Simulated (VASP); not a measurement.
Crystal: Si.

```
Si
1.0
     3.79782    0.00000    0.00000
    -1.89891    3.28901    0.00000
     0.00000    0.00000    6.26960
Si
4
Cartesian
  1.8989 1.0963 0.3944
  0.0000 2.1927 3.5292
  1.8989 1.0963 2.7404
  0.0000 2.1927 5.8752
```

The cell was built by a generator and needn't be a form met in nature.

```yaml
Program: VASP 6.6.1
Task: relaxation of cell and atoms
Functional: PBE
Potentials_or_basis: VASP PAW PBE potentials, release 64 (Si)
Cutoff: 600 eV
k_mesh: 12 × 12 × 6
Occupations: gaussian, width 0.03 eV
Spin: no spin polarisation
```

At the start: pressure 4.1 GPa; volume 19.58 Å³/atom.

Task: How do energy, volume and symmetry change on relaxing?

Result: Over 3 steps the energy falls by 10.5 meV/atom and the volume is 20.43 Å³/atom (+4.3 %); space group P6_3/mmc (No. 194, to 0.05 Å).

The path:
```
step  energy change (eV)  largest force (eV/Å)  pressure (GPa)  volume (Å³)
   1              0.0000                0.0102            4.13        78.31
   2             -0.0222                0.0137           -2.49        84.18
   3             -0.0421                0.0033            0.00        81.70
```

Final structure:
```
CELL_PARAMETERS angstrom
3.85056 0.00000 0.00000
-1.92528 3.33468 0.00000
0.00000 0.00000 6.36309
ATOMIC_POSITIONS crystal
Si 0.66667 0.33333 0.06295
Si 0.33333 0.66667 0.56295
Si 0.66667 0.33333 0.43705
Si 0.33333 0.66667 0.93705
```
